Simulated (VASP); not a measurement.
# Si (Fd-3m) in VASP: notebook

The runs below take Si through single point, relaxation of cell and atoms, with PBE.

Everything below comes from runs of VASP 6.6.1. Logs are shortened: lines on timing, memory, paths and dates and some standing lists are left out, and cuts for length are marked.

**1. The crystal as given**

It takes space group Fd-3m (No. 227, cubic). The conventional cell has a = 5.470 Å, b = 5.470 Å, c = 5.470 Å, α = 90.00°, β = 90.00°, γ = 90.00°. Around Si (site symmetry -43m) lie 4 Si at 2.37 Å.

**2. Single point, PBE**

Contents of INCAR:

```
SYSTEM = Si
PREC = Accurate
ENCUT = 520
EDIFF = 1E-6
ISMEAR = 0
SIGMA = 0.02
LREAL = .FALSE.
LASPH = .TRUE.
NELM = 60
ALGO = Normal
ISIF = 2
LWAVE = .FALSE.
LCHARG = .FALSE.
GGA = PE
NBANDS = 11
```

Contents of KPOINTS:

```
Automatic mesh
0
G
  10 10 10
  0 0 0
```

Contents of POSCAR:

```
Si
1.0
    0.0000000000      2.7348383258      2.7348383258
    2.7348383258      0.0000000000      2.7348383258
    2.7348383258      2.7348383258      0.0000000000
Si
2
Direct
    0.7500000000      0.7500000000      0.7500000000
    0.5000000000      0.5000000000      0.5000000000
```

Potentials or basis: VASP PAW PBE potentials, release 64 (Si).

Run with:

```sh
$ cat potpaw_PBE.64/Si/POTCAR > POTCAR
$ mpirun -np 1 vasp_std > vasp.out
```

OUTCAR:

```text
SYSTEM = Si
   PREC = Accurate
   ENCUT = 520
   EDIFF = 1E-6
   ISMEAR = 0
   LREAL = .FALSE.
   LASPH = .TRUE.
   NELM = 60
   ISIF = 2
   GGA = PE

 ion  position               nearest neighbor table
   1  0.750  0.750  0.750-   2 2.37   2 2.37   2 2.37   2 2.37
   2  0.500  0.500  0.500-   1 2.37   1 2.37   1 2.37   1 2.37

  LATTYP: Found a face centered cubic cell.
 ALAT       =     5.4696766516

  Lattice vectors:

 A1 = (   0.0000000000,   2.7348383258,   2.7348383258)
 A2 = (   2.7348383258,   0.0000000000,   2.7348383258)
 A3 = (   2.7348383258,   2.7348383258,   0.0000000000)

Analysis of symmetry for initial positions (statically):
=====================================================================
 Subroutine PRICEL returns:
 Original cell was already a primitive cell.

 Routine SETGRP: Setting up the symmetry group for a
 face centered cubic supercell.

 Subroutine GETGRP returns: Found 48 space group operations
 (whereof 24 operations were pure point group operations)
 out of a pool of 48 trial point group operations.

The static configuration has the point symmetry T_d .
 The point group associated with its full space group is O_h .

Analysis of symmetry for dynamics (positions and initial velocities):
=====================================================================
 Subroutine PRICEL returns:
 Original cell was already a primitive cell.

 Routine SETGRP: Setting up the symmetry group for a
 face centered cubic supercell.

 Subroutine GETGRP returns: Found 48 space group operations
 (whereof 24 operations were pure point group operations)
 out of a pool of 48 trial point group operations.

The dynamic configuration has the point symmetry T_d .
 The point group associated with its full space group is O_h .

 Subroutine INISYM returns: Found 48 space group operations
 (whereof 24 operations are pure point group operations),
 and found     1 'primitive' translations

----------------------------------------------------------------------------------------

                                     Primitive cell

  volume of cell :      40.9096

  direct lattice vectors                    reciprocal lattice vectors
     0.000000000  2.734838326  2.734838326    -0.182826164  0.182826164  0.182826164
     2.734838326  0.000000000  2.734838326     0.182826164 -0.182826164  0.182826164
     2.734838326  2.734838326  0.000000000     0.182826164  0.182826164 -0.182826164

  length of vectors
     3.867645451  3.867645451  3.867645451     0.316664205  0.316664205  0.316664205

  position of ions in fractional coordinates (direct lattice)
     0.750000000  0.750000000  0.750000000
     0.500000000  0.500000000  0.500000000

  ion indices of the primitive-cell ions
   primitive index   ion index
                 1           1
                 2           2

----------------------------------------------------------------------------------------

 KPOINTS: Automatic mesh

Automatic generation of k-mesh.
 Grid dimensions read from file:
 generate k-points for:   10   10   10

 Generating k-lattice:

  Cartesian coordinates                     Fractional coordinates (reciprocal lattice)
    -0.018282616  0.018282616  0.018282616     0.100000000  0.000000000  0.000000000
     0.018282616 -0.018282616  0.018282616     0.000000000  0.100000000  0.000000000
     0.018282616  0.018282616 -0.018282616     0.000000000  0.000000000  0.100000000

  Length of vectors
     0.031666420  0.031666420  0.031666420

  Shift w.r.t. Gamma in fractional coordinates (k-lattice)
     0.000000000  0.000000000  0.000000000

 Subroutine IBZKPT returns following result:
 ===========================================

 Found     47 irreducible k-points:

 Following reciprocal coordinates:
            Coordinates               Weight
  0.000000  0.000000  0.000000      1.000000
  0.100000  0.000000  0.000000      8.000000
  0.200000  0.000000  0.000000      8.000000
  0.300000  0.000000  0.000000      8.000000
  0.400000  0.000000  0.000000      8.000000
  0.500000  0.000000  0.000000      4.000000
[... 16 lines left out ...]
  0.300000  0.300000  0.000000      6.000000
  0.400000  0.300000  0.000000     24.000000
 [... further k-points ...]
   k-points           NKPTS =     47   k-points in BZ     NKDIM =     47   number of bands    NBANDS=     11
   number of dos      NEDOS =    301   number of ions     NIONS =      2
   total plane-waves  NPLWV =  27000
   dimension x,y,z NGX =    30 NGY =   30 NGZ =   30
   dimension x,y,z NGXF=    60 NGYF=   60 NGZF=   60
   ions per type =               2
   NGX,Y,Z   is equivalent  to a cutoff of  12.90, 12.90, 12.90 a.u.
   NGXF,Y,Z  is equivalent  to a cutoff of  25.79, 25.79, 25.79 a.u.
 SYSTEM =  Si
   PREC   = accura    normal or accurate (medium, high low for compatibility)
   ISTART =      0    job   : 0-new  1-cont  2-samecut
   ICHARG =      2    charge: 1-file 2-atom 10-const
   ISPIN  =      1    spin polarized calculation?
   LNONCOLLINEAR =      F non collinear calculations
   LSORBIT =      F    spin-orbit coupling
   LASPH  =      T    aspherical Exc in radial PAW
   ENCUT  =  520.0 eV  38.22 Ry    6.18 a.u.   7.19  7.19  7.19*2*pi/ulx,y,z
   NELM   =     60;   NELMIN=  2; NELMDL= -5     # of ELM steps
   EDIFF  = 0.1E-05   stopping-criterion for ELM
   LREAL  =      F    real-space projection
   EDIFFG = 0.1E-04   stopping-criterion for IOM
   NSW    =      0    number of steps for IOM
   IBRION =     -1    ionic relax: 0-MD 1-quasi-New 2-CG
   NFREE  =      0    steps in history (QN), initial steepest desc. (CG)
   ISIF   =      2    stress and relaxation
   ISYM   =      2    0-nonsym 1-usesym 2-fastsym
   POTIM  = 0.5000    time-step for ionic-motion
   TEBEG  =    0.0;   TEEND  =   0.0 temperature during run
   PSTRESS=    0.0 pullay stress
   NELECT =       8.0000    total number of electrons
   NUPDOWN=      -1.0000    fix difference up-down
   EMIN   =  10.00;   EMAX   =-10.00  energy-range for DOS
   EFERMI =   0.00;   METHOD = LEGACY
   ISMEAR =     0;   SIGMA  =   0.02  broadening in eV -4-tet -1-fermi 0-gaus
   EFERMI_NEDOS =   21; number of points for ismear=-14 and -15
   IALGO  =     38    algorithm
   IMIX   =      4    mixing-type and parameters
     AMIX     =   0.40;   BMIX     =  1.00
     AMIX_MAG =   1.60;   BMIX_MAG =  1.00
  volume/ion in A,a.u.               =      20.45       138.04
  Fermi-wavevector in a.u.,A,eV,Ry     =   0.950232  1.795679 12.285267  0.902942
  Thomas-Fermi vector in A             =   2.078590
   LORBIT       =      0    0 simple, 1 ext, 2 COOP (PROOUT), +10 PAW based schemes
   GGA     = PE    functional components
   LHFCALC =     F    Hartree Fock is set to
   AEXX    =    0.0000 exact exchange contribution
   IVDW    =     0    specifies the selected vdW correction
   LEPSILON=     F    determine dielectric tensor
   LRPA    =     F    only Hartree local field effects (RPA)
 non-spin polarized calculation
 Gauss-broadening in eV      SIGMA  =   0.02
  energy-cutoff  :      520.00
  volume of cell :       40.91
 maximum number of plane-waves:      1114
 NGX is ok and might be reduce to    30
   NGX = 15   NGY = 15   NGZ = 15

 number of electron       8.0000001 magnetization

 Free energy of the ion-electron system (eV)
  ---------------------------------------------------
  ext. energy  EPLUGINS =         0.00000000
  ---------------------------------------------------
  free energy    TOTEN  =       -10.84920186 eV

  energy without entropy =      -10.84920186  energy(sigma->0) =      -10.84920186

 E-fermi :   5.7112     XC(G=0):  -9.3254

 val. band max:        5.6108135147   @ k =   0.0000   0.0000   0.0000
 cond. band min:       6.2295564163   @ k =   0.4000   0.4000   0.0000
 fundamental gap:      0.6187429016
 Fermi energy:         5.7111712225

 k-point     1 :       0.0000    0.0000    0.0000
  band No.  band energies     occupation
      1      -6.2003      2.00000
      2       5.6108      2.00000
      3       5.6108      2.00000
      4       5.6108      2.00000
      5       8.1676      0.00000
      6       8.1676      0.00000
      7       8.1676      0.00000
      8       8.7387      0.00000
      9      13.3198      0.00000
     10      13.3198      0.00000
     11      13.4860      0.00000

 k-point     2 :       0.1000    0.0000    0.0000
  band No.  band energies     occupation
      1      -6.0718      2.00000
      2       4.4688      2.00000
      3       5.4172      2.00000
      4       5.4172      2.00000
      5       8.1322      0.00000
      6       8.4532      0.00000
      7       8.4532      0.00000
      8       9.7101      0.00000
      9      12.9703      0.00000
     10      12.9703      0.00000
     11      14.0155      0.00000

 k-point     3 :       0.2000    0.0000    0.0000
  band No.  band energies     occupation
      1      -5.6925      2.00000
      2       2.6295      2.00000
      3       5.0436      2.00000
      4       5.0436      2.00000
      5       7.7616      0.00000
      6       8.9549      0.00000
      7       8.9549      0.00000
      8      11.4849      0.00000
      9      12.6596      0.00000
     10      12.6596      0.00000
     11      14.6847      0.00000
[... 267 lines left out ...]
 k-point    23 :       0.3000    0.3000    0.0000
  band No.  band energies     occupation
      1      -4.6796      2.00000
      2       1.2069      2.00000
      3       3.4298      2.00000
      4       3.4298      2.00000
      5       6.5010      0.00000
      6       8.0476      0.00000
      7      12.1801      0.00000
      8      12.1801      0.00000
      9      14.5129      0.00000
     10      15.0333      0.00000
     11      17.9249      0.00000

 k-point    24 :       0.4000    0.3000    0.0000
  band No.  band energies     occupation
      1      -4.0787      2.00000
      2       0.2188      2.00000
      3       2.8189      2.00000
      4       3.2283      2.00000
      5       6.6884      0.00000
      6       7.8770      0.00000
      7      12.4636      0.00000
      8      12.6047      0.00000
      9      16.0185      0.00000
     10      16.1464      0.00000
     11      17.6283      0.00000

 [... further k-points ...]

------------------------ aborting loop because EDIFF is reached ----------------------------------------

  FORCE on cell =-STRESS in cart. coord.  units (eV):
  Direction    XX          YY          ZZ          XY          YZ          ZX
  --------------------------------------------------------------------------------------
  -------------------------------------------------------------------------------------
  Total       -0.0124347     -0.0124347     -0.0124347      0.0000000      0.0000000     -0.0000000
  in kB       -0.4869898     -0.4869898     -0.4869898      0.0000000      0.0000000     -0.0000000
  external PRESSURE =      -0.4869898 kB  Pullay stress =       0.0000000 kB

 VOLUME and BASIS-vectors are now :
 -----------------------------------------------------------------------------
  energy-cutoff  :      520.00
  volume of cell :       40.91
      direct lattice vectors                 reciprocal lattice vectors
     0.000000000  2.734838326  2.734838326    -0.182826164  0.182826164  0.182826164
     2.734838326  0.000000000  2.734838326     0.182826164 -0.182826164  0.182826164
     2.734838326  2.734838326  0.000000000     0.182826164  0.182826164 -0.182826164

 POSITION                                       TOTAL-FORCE (eV/Angst)
 -----------------------------------------------------------------------------------
      4.10226      4.10226      4.10226         0.000000      0.000000      0.000000
      2.73484      2.73484      2.73484        -0.000000     -0.000000     -0.000000
 -----------------------------------------------------------------------------------
    total drift:                                0.000000     -0.000000     -0.000000

  FREE ENERGIE OF THE ION-ELECTRON SYSTEM (eV)
  ---------------------------------------------------
  free  energy   TOTEN  =       -10.8492018595 eV

  energy  without entropy=      -10.8492018595  energy(sigma->0) =      -10.84920186
```

Wall time 27 s (1 thread of Intel Xeon Platinum 8175M at 2.50GHz (Skylake/Cascade Lake), shared host); peak memory 0.16 GiB.

What came out:

```yaml
Free_energy: -10.8492 eV
Pressure: 0.0 GPa
Band_gap_on_the_k_mesh: 0.62 eV, indirect (least direct gap 2.56 eV)
```

A k mesh can miss the band edges.

**3. Relaxation of cell and atoms, PBE**

This run uses another cell than the first one, of 19.98 Å³/atom, 0.977 times its volume.

Contents of INCAR:

```
PREC = Accurate ; ENCUT = 600
EDIFF = 1E-7 ; ISMEAR = 0
SIGMA = 0.02 ; LREAL = False
LASPH = True ; NELM = 100
ALGO = Normal ; ISIF = 3
LWAVE = False ; LCHARG = False
GGA = PE ; IBRION = 2
NSW = 100 ; EDIFFG = -0.005
```

Contents of KPOINTS:

```
regular mesh
0
Gamma
  10 10 10
```

Contents of POSCAR:

```
Si
1.0
    0.0000000000      2.7135600000      2.7135600000
    2.7135600000      0.0000000000      2.7135600000
    2.7135600000      2.7135600000      0.0000000000
Si
2
Direct
    0.7500000000      0.7500000000      0.7500000000
    0.5000000000      0.5000000000      0.5000000000
```

Potentials or basis: VASP PAW PBE potentials, release 64 (Si).

Run with:

```sh
$ cat potpaw_PBE.64/Si/POTCAR > POTCAR
$ mpirun -np 1 vasp_std > vasp.out
```

Run time: 48 s. Hardware: 1 thread of Intel Xeon Platinum 8175M at 2.50GHz (Skylake/Cascade Lake), shared host; peak memory 0.17 GiB.

It converged, with:

* Free energy: -10.8493 eV
* Relaxed volume: 20.44 Å³/atom
* Relaxed cell: a = 3.867 Å, b = 3.867 Å, c = 3.867 Å, α = 60.00°, β = 60.00°, γ = 60.00°
* Space group after relaxing (to 0.05 Å): Fd-3m (No. 227)
* Energy gained by relaxing: 3.0 meV/atom
* Ionic steps: 3
* Pressure after relaxing: 0.0 GPa
* Band gap on the k mesh: 0.62 eV, indirect (least direct gap 2.56 eV)

The path:
| step | energy change (eV) | largest force (eV/Å) | pressure (GPa) | volume (Å³) |
| --- | --- | --- | --- | --- |
| 1 | 0.0000 | 0.0000 | 2.14 | 39.96 |
| 2 | -0.0033 | 0.0000 | -1.33 | 41.53 |
| 3 | -0.0060 | 0.0000 | 0.01 | 40.89 |

Final structure:
```xyz
2
Lattice="0.0000 2.7343 2.7343 2.7343 0.0000 2.7343 2.7343 2.7343 0.0000" Properties=species:S:1:pos:R:3 pbc="T T T"
Si    4.1015    4.1015    4.1015
Si    2.7343    2.7343    2.7343
```

Levels at points of the mesh, in eV from the valence-band top:
| k point | band 1 | band 2 | band 3 | band 4 | band 5 | band 6 | band 7 | band 8 |
| --- | --- | --- | --- | --- | --- | --- | --- | --- |
| (0.00, 0.00, 0.00) | -11.81 | 0.00 | 0.00 | 0.00 | 2.56 | 2.56 | 2.56 | 3.13 |
| (0.50, 0.00, 0.00) | -9.54 | -6.87 | -1.18 | -1.18 | 1.47 | 3.35 | 3.35 | 7.70 |
| (0.50, 0.50, 0.00) | -7.75 | -7.75 | -2.79 | -2.79 | 0.75 | 0.75 | 9.94 | 9.94 |

A k mesh can miss the band edges. PBE usually gives volumes a little too large and moduli too small.

**4. Single point, PBE**

This run uses another cell than the first one, of 21.07 Å³/atom, 1.030 times its volume.

Contents of INCAR:

```
  ALGO = Normal
  EDIFF = 1E-7
  ENCUT = 520
  GGA = PE
  ISIF = 2
  ISMEAR = 0
  LASPH = T
  LCHARG = F
  LREAL = F
  LWAVE = F
  NBANDS = 11
  NELM = 80
  PREC = Accurate
  SIGMA = 0.02
```

Contents of KPOINTS:

```
k-points
0
Gamma
  10 10 10
```

Contents of POSCAR:

```
Si
1.0
    0.0000000000      2.7619176941      2.7619176941
    2.7619176941      0.0000000000      2.7619176941
    2.7619176941      2.7619176941      0.0000000000
Si
2
Direct
    0.7500000000      0.7500000000      0.7500000000
    0.5000000000      0.5000000000      0.5000000000
```

Run with:

```sh
$ cat potpaw_PBE.64/Si/POTCAR > POTCAR
$ mpirun -np 1 vasp_std > vasp.out
```

Run time: 29 s. Hardware: 1 thread of Intel Xeon Platinum 8175M at 2.50GHz (Skylake/Cascade Lake), shared host; peak memory 0.16 GiB.

Results (log left out):

```yaml
Free_energy: -10.8392 eV
Pressure: -2.5 GPa
Band_gap_on_the_k_mesh: 0.67 eV, indirect (least direct gap 2.51 eV)
```

Levels at points of the mesh, in eV from the valence-band top:
| k point | band 1 | band 2 | band 3 | band 4 | band 5 | band 6 | band 7 | band 8 |
| --- | --- | --- | --- | --- | --- | --- | --- | --- |
| (0.00, 0.00, 0.00) | -11.61 | 0.00 | 0.00 | 0.00 | 2.54 | 2.54 | 2.54 | 2.80 |
| (0.50, 0.00, 0.00) | -9.41 | -6.73 | -1.15 | -1.15 | 1.36 | 3.36 | 3.36 | 7.66 |
| (0.50, 0.50, 0.00) | -7.65 | -7.65 | -2.72 | -2.72 | 0.81 | 0.81 | 9.68 | 9.68 |

A k mesh can miss the band edges.

**5. Single point, PBE**

Contents of INCAR:

```
PREC     = Accurate       # precision mode
ENCUT    = 520            # plane-wave cutoff, eV
EDIFF    = 1E-7           # SCF threshold, eV
ISMEAR   = 0              # smearing method
SIGMA    = 0.02           # smearing width, eV
LREAL    = F              # projectors in reciprocal space
LASPH    = T              # aspherical terms in the spheres
NELM     = 100            # most SCF steps
ALGO     = Fast           # electronic algorithm
ISIF     = 2              # what is computed and relaxed
LWAVE    = F              # write WAVECAR
LCHARG   = F              # write CHGCAR
GGA      = PE             # functional
NBANDS   = 11             # bands
```

Contents of KPOINTS:

```
regular mesh
0
Gamma
  6 6 6
```

Contents of POSCAR:

```
Si
1.0
    0.0000000000      2.7348383248      2.7348383248
    2.7348383248      0.0000000000      2.7348383248
    2.7348383248      2.7348383248      0.0000000000
Si
2
Direct
    0.7500000000      0.7500000000      0.7500000000
    0.5000000000      0.5000000000      0.5000000000
```

Run with:

```sh
$ cat potpaw_PBE.64/Si/POTCAR > POTCAR
$ mpirun -np 1 vasp_std > vasp.out
```

Run time: 7.2 s. Hardware: 1 thread of AMD EPYC 9R14 (Zen 4), shared host; peak memory 0.11 GiB.

Results (log left out):

* Free energy: -10.8264 eV
* Pressure: 0.0 GPa
* Band gap on the k mesh: 0.75 eV, indirect (least direct gap 2.55 eV)

Levels at points of the mesh, in eV from the valence-band top:
```tsv
k point	band 1	band 2	band 3	band 4	band 5	band 6	band 7	band 8
(0.00, 0.00, 0.00)	-11.81	0.00	0.00	0.00	2.55	2.55	2.55	3.13
(0.50, 0.00, 0.00)	-9.53	-6.87	-1.18	-1.18	1.46	3.35	3.35	7.70
(0.50, 0.50, 0.00)	-7.75	-7.75	-2.79	-2.79	0.75	0.75	9.93	9.93
```

A k mesh can miss the band edges. A hybrid or GW would open this gap; PBE tends to underestimate it.

**6. The runs side by side**

```tsv
task	cell	k mesh	cutoff (eV)	gap on the mesh (eV)	pressure (GPa)
single point	Fd-3m, 20.45 Å³/atom	10 × 10 × 10	520	0.62	0.0
relaxation of cell and atoms	relaxed	10 × 10 × 10	600	0.62	0.0
single point	Fd-3m, 21.07 Å³/atom	10 × 10 × 10	520	0.67	-2.5
single point	Fd-3m, 20.45 Å³/atom	6 × 6 × 6	520	0.75	0.0
```

Alike in all rows: level PBE; potentials or basis VASP PAW PBE potentials, release 64 (Si); no spin polarisation; smearing gaussian 0.02 eV.

On the cell as given the gap runs from 0.62 eV (PBE) to 0.75 eV (PBE); the meshes differ, which moves gaps too.

Total energies depend on the potentials used, so only differences within one code and one set of settings carry meaning.
